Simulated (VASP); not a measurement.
# Zr6C5 in VASP: further runs

The runs below take Zr6C5 through single point, with PBE.

All numbers are computed with VASP 6.6.1; they aren't measurements. Logs are shortened: lines on timing, memory, paths and dates and some standing lists are left out, and cuts for length are marked.

## Step 1: The structure

The cell holds a slab with vacuum, 11 atoms: a = 3.324 Å, b = 3.324 Å, c = 25.569 Å, α = 90.00°, β = 90.00°, γ = 120.00°.

## Step 2: Single point, PBE

Contents of INCAR:

```
  ALGO = Normal
  DIPOL = 0.5 0.5 0.500
  EDIFF = 1E-7
  ENCUT = 460
  GGA = PE
  IDIPOL = 3
  ISIF = 2
  ISMEAR = 1
  LASPH = True
  LCHARG = False
  LDIPOL = True
  LREAL = False
  LVACPOTAV = True
  LVHAR = True
  LWAVE = False
  NBANDS = 65
  NELM = 120
  PREC = Accurate
  SIGMA = 0.3
```

Contents of KPOINTS:

```
k-points
0
Gamma
  9 9 1
```

Contents of POSCAR:

```
Zr6C5
1.0
    3.3236988564      0.0000000000      0.0000000000
   -1.6618494282      2.8784076442      0.0000000000
    0.0000000000      0.0000000000     25.5689437615
Zr C
6 5
Direct
    0.3333333333      0.6666666667      0.2346596737
    0.0000000000      0.0000000000      0.3407958042
    0.6666666667      0.3333333333      0.4469319347
    0.3333333333      0.6666666667      0.5530680653
    0.0000000000      0.0000000000      0.6592041958
    0.6666666667      0.3333333333      0.7653403263
    0.6666666667      0.3333333333      0.2877277390
    0.3333333333      0.6666666667      0.3938638695
    0.0000000000      0.0000000000      0.5000000000
    0.6666666667      0.3333333333      0.6061361305
    0.3333333333      0.6666666667      0.7122722610
```

Potentials or basis: VASP PAW PBE potentials, release 64 (Zr_sv, C).

Command:

```bash
$ cat potpaw_PBE.64/Zr_sv/POTCAR potpaw_PBE.64/C/POTCAR > POTCAR
$ mpirun -np 1 vasp_std > vasp.out
```

OUTCAR:

```text
EDIFF = 1E-7
   ENCUT = 460
   GGA = PE
   ISIF = 2
   ISMEAR = 1
   LASPH = True
   LREAL = False
   NELM = 120
   PREC = Accurate

 Found     12 irreducible k-points:

 Following reciprocal coordinates:
            Coordinates               Weight
  0.000000  0.000000  0.000000      1.000000
  0.111111 -0.000000  0.000000      6.000000
  0.222222  0.000000  0.000000      6.000000
  0.333333 -0.000000  0.000000      6.000000
  0.444444  0.000000  0.000000      6.000000
  0.111111  0.111111  0.000000      6.000000
   k-points           NKPTS =     12   k-points in BZ     NKDIM =     12   number of bands    NBANDS=     65
   number of dos      NEDOS =    301   number of ions     NIONS =     11
   total plane-waves  NPLWV = 103680
   dimension x,y,z NGX =    24 NGY =   24 NGZ =  180
   dimension x,y,z NGXF=    48 NGYF=   48 NGZF=  360
   ions per type =               6   5
   NGX,Y,Z   is equivalent  to a cutoff of  12.00, 12.00, 11.70 a.u.
   NGXF,Y,Z  is equivalent  to a cutoff of  24.01, 24.01, 23.41 a.u.
 SYSTEM =  unknown system
   PREC   = accura    normal or accurate (medium, high low for compatibility)
   ISTART =      0    job   : 0-new  1-cont  2-samecut
   ICHARG =      2    charge: 1-file 2-atom 10-const
   ISPIN  =      1    spin polarized calculation?
   LNONCOLLINEAR =      F non collinear calculations
   LSORBIT =      F    spin-orbit coupling
   LASPH  =      T    aspherical Exc in radial PAW
   ENCUT  =  460.0 eV  33.81 Ry    5.81 a.u.   5.81  5.81 44.71*2*pi/ulx,y,z
   NELM   =    120;   NELMIN=  2; NELMDL= -5     # of ELM steps
   EDIFF  = 0.1E-06   stopping-criterion for ELM
   LREAL  =      F    real-space projection
   EDIFFG = 0.1E-05   stopping-criterion for IOM
   NSW    =      0    number of steps for IOM
   IBRION =     -1    ionic relax: 0-MD 1-quasi-New 2-CG
   NFREE  =      0    steps in history (QN), initial steepest desc. (CG)
   ISIF   =      2    stress and relaxation
   ISYM   =      2    0-nonsym 1-usesym 2-fastsym
   POTIM  = 0.5000    time-step for ionic-motion
   TEBEG  =    0.0;   TEEND  =   0.0 temperature during run
   PSTRESS=    0.0 pullay stress
   NELECT =      92.0000    total number of electrons
   NUPDOWN=      -1.0000    fix difference up-down
   EMIN   =  10.00;   EMAX   =-10.00  energy-range for DOS
   EFERMI =   0.00;   METHOD = LEGACY
   ISMEAR =     1;   SIGMA  =   0.30  broadening in eV -4-tet -1-fermi 0-gaus
   EFERMI_NEDOS =   21; number of points for ismear=-14 and -15
   IALGO  =     38    algorithm
   IMIX   =      4    mixing-type and parameters
     AMIX     =   0.40;   BMIX     =  1.00
     AMIX_MAG =   1.60;   BMIX_MAG =  1.00
  volume/ion in A,a.u.               =      22.24       150.07
  Fermi-wavevector in a.u.,A,eV,Ry     =   1.181703  2.233096 18.999491  1.396423
  Thomas-Fermi vector in A             =   2.317972
   LORBIT       =      0    0 simple, 1 ext, 2 COOP (PROOUT), +10 PAW based schemes
   GGA     = PE    functional components
   LHFCALC =     F    Hartree Fock is set to
   AEXX    =    0.0000 exact exchange contribution
   IVDW    =     0    specifies the selected vdW correction
   LEPSILON=     F    determine dielectric tensor
   LRPA    =     F    only Hartree local field effects (RPA)
 non-spin polarized calculation
 Methfessel and Paxton  Order N= 1 SIGMA  =   0.30
  energy-cutoff  :      460.00
  volume of cell :      244.62
 maximum number of plane-waves:      5512
 NGX is ok and might be reduce to    24
   NGX = 11   NGY = 11   NGZ = 89

 dipolmoment           0.000000      0.000000     -0.000000 electrons x Angstroem

 number of electron      91.9999995 magnetization

 dipolmoment           0.000000      0.000000      0.000000 electrons x Angstroem

 Free energy of the ion-electron system (eV)
  ---------------------------------------------------
  ext. energy  EPLUGINS =         0.00000000
  ---------------------------------------------------
  free energy    TOTEN  =      -103.75221523 eV

  energy without entropy =     -103.75353820  energy(sigma->0) =     -103.75265622

 E-fermi :   4.5267     XC(G=0):  -8.3372

 val. band max:        4.5102761598   @ k =   0.2222   0.1111   0.0000
 cond. band min:       4.5378794044   @ k =   0.0000   0.0000   0.0000
 fundamental gap:      0.0276032445
 Fermi energy:         4.5267135282

 k-point     1 :       0.0000    0.0000    0.0000
  band No.  band energies     occupation
      1     -44.5254      2.00000
      2     -44.5254      2.00000
      3     -43.5733      2.00000
      4     -43.5700      2.00000
      5     -43.4906      2.00000
      6     -43.4432      2.00000
[... 50 lines left out ...]
     57       7.1452     -0.00000
     58       7.1928     -0.00000

 k-point     2 :       0.1111   -0.0000    0.0000
  band No.  band energies     occupation
      1     -44.5182      2.00000
      2     -44.5182      2.00000
      3     -43.5646      2.00000
      4     -43.5618      2.00000
      5     -43.4823      2.00000
      6     -43.4372      2.00000
[... 50 lines left out ...]
     57       7.3297     -0.00000
     58       7.4815     -0.00000

 k-point     3 :       0.2222    0.0000    0.0000
  band No.  band energies     occupation
      1     -44.4999      2.00000
      2     -44.4999      2.00000
      3     -43.5425      2.00000
      4     -43.5407      2.00000
      5     -43.4610      2.00000
      6     -43.4223      2.00000
[... 50 lines left out ...]
     57       7.5131     -0.00000
     58       7.8486     -0.00000

 k-point     4 :       0.3333   -0.0000    0.0000
  band No.  band energies     occupation
      1     -44.4789      2.00000
      2     -44.4789      2.00000
      3     -43.5172      2.00000
      4     -43.5165      2.00000
      5     -43.4352      2.00000
      6     -43.4067      2.00000
[... 50 lines left out ...]
     57       8.1213     -0.00000
     58       8.1849     -0.00000

 k-point     5 :       0.4444    0.0000    0.0000
  band No.  band energies     occupation
      1     -44.4652      2.00000
      2     -44.4652      2.00000
      3     -43.5008      2.00000
      4     -43.5006      2.00000
      5     -43.4166      2.00000
      6     -43.3982      2.00000
[... 50 lines left out ...]
     57       8.6902     -0.00000
     58       8.7898     -0.00000

 k-point     6 :       0.1111    0.1111    0.0000
  band No.  band energies     occupation
      1     -44.5054      2.00000
      2     -44.5054      2.00000
      3     -43.5492      2.00000
      4     -43.5471      2.00000
      5     -43.4675      2.00000
      6     -43.4268      2.00000
[... 50 lines left out ...]
     57       7.5855     -0.00000
     58       7.9114     -0.00000

 [... further k-points ...]

 [bands above 58 left out]

------------------------ aborting loop because EDIFF is reached ----------------------------------------

  FORCE on cell =-STRESS in cart. coord.  units (eV):
  Direction    XX          YY          ZZ          XY          YZ          ZX
  --------------------------------------------------------------------------------------
  -------------------------------------------------------------------------------------
  Total       -1.5820549     -1.5820549     -4.8650996     -0.0000000      0.0000000      0.0000000
  in kB      -10.3620429    -10.3620429    -31.8651206     -0.0000000      0.0000000      0.0000000
  external PRESSURE =     -17.5297355 kB  Pullay stress =       0.0000000 kB

 VOLUME and BASIS-vectors are now :
 -----------------------------------------------------------------------------
  energy-cutoff  :      460.00
  volume of cell :      244.62
      direct lattice vectors                 reciprocal lattice vectors
     3.323698856  0.000000000  0.000000000     0.300869616  0.173707154  0.000000000
    -1.661849428  2.878407644  0.000000000     0.000000000  0.347414308  0.000000000
     0.000000000  0.000000000 25.568943762     0.000000000  0.000000000  0.039109946

 POSITION                                       TOTAL-FORCE (eV/Angst)
 -----------------------------------------------------------------------------------
     -0.00000      1.91894      6.00000         0.000000     -0.000000      1.538489
      0.00000      0.00000      8.71379         0.000000      0.000000      0.404681
      1.66185      0.95947     11.42758        -0.000000     -0.000000     -0.035701
     -0.00000      1.91894     14.14137         0.000000      0.000000      0.035701
      0.00000      0.00000     16.85516         0.000000      0.000000     -0.404681
      1.66185      0.95947     19.56894        -0.000000      0.000000     -1.538489
      1.66185      0.95947      7.35689         0.000000      0.000000     -1.695726
     -0.00000      1.91894     10.07068         0.000000     -0.000000     -0.168496
      0.00000      0.00000     12.78447         0.000000      0.000000      0.000000
      1.66185      0.95947     15.49826        -0.000000      0.000000      0.168496
     -0.00000      1.91894     18.21205        -0.000000     -0.000000      1.695726
 -----------------------------------------------------------------------------------
    total drift:                                0.000000     -0.000000      0.000000

  FREE ENERGIE OF THE ION-ELECTRON SYSTEM (eV)
  ---------------------------------------------------
  free  energy   TOTEN  =      -103.7522152347 eV

  energy  without entropy=     -103.7535382030  energy(sigma->0) =     -103.75265622

 vacuum level on the upper side and lower side of the slab         8.928         8.928
```

Wall time 5 min (1 thread of Intel Xeon Platinum 8375C at 2.90GHz (Ice Lake), shared host); peak memory 0.36 GiB.

The run converged, but some of its settings lie outside the range that counts as converged, so its numbers aren't taken as properties of the slab.

Results:

| Property | Result |
| --- | --- |
| Free energy | -103.7522 eV |
| Largest force | 1.696 eV/Å |
| Band gap on the k mesh | none (metal or under the smearing width) |
| Work function of the upper face | 4.40 eV |
| Work function of the lower face | 4.40 eV |

Caveat: the cutoff is under 1.25 times the usual one of these potentials, so pressure, stress and relaxed cells hold a basis-set (Pulay) error.

## Step 3: Single point, PBE

INCAR: that of step 2 with these lines changed.

```diff
@@ -2,3 +2,3 @@
   DIPOL = 0.5 0.5 0.500
-  EDIFF = 1E-7
+  EDIFF = 1E-5
   ENCUT = 460
@@ -18,2 +18,2 @@
   PREC = Accurate
-  SIGMA = 0.3
+  SIGMA = 0.1
```

KPOINTS is that of step 2.

POSCAR is that of step 2.

Potentials or basis: VASP PAW PBE potentials, release 64 (Zr_sv, C).

Command:

```bash
$ cat potpaw_PBE.64/Zr_sv/POTCAR potpaw_PBE.64/C/POTCAR > POTCAR
$ mpirun -np 1 vasp_std > vasp.out
```

Run time: 4.4 min. Hardware: 1 thread of Intel Xeon Platinum 8375C at 2.90GHz (Ice Lake), shared host; peak memory 0.36 GiB.

These settings aren't checked as converged: the numbers below hold their error.

Results:

| Property | Result |
| --- | --- |
| Free energy | -103.7639 eV |
| Largest force | 1.738 eV/Å |
| Band gap on the k mesh | none (metal or under the smearing width) |

Caveat: the cutoff is under 1.25 times the usual one of these potentials, so pressure, stress and relaxed cells hold a basis-set (Pulay) error.
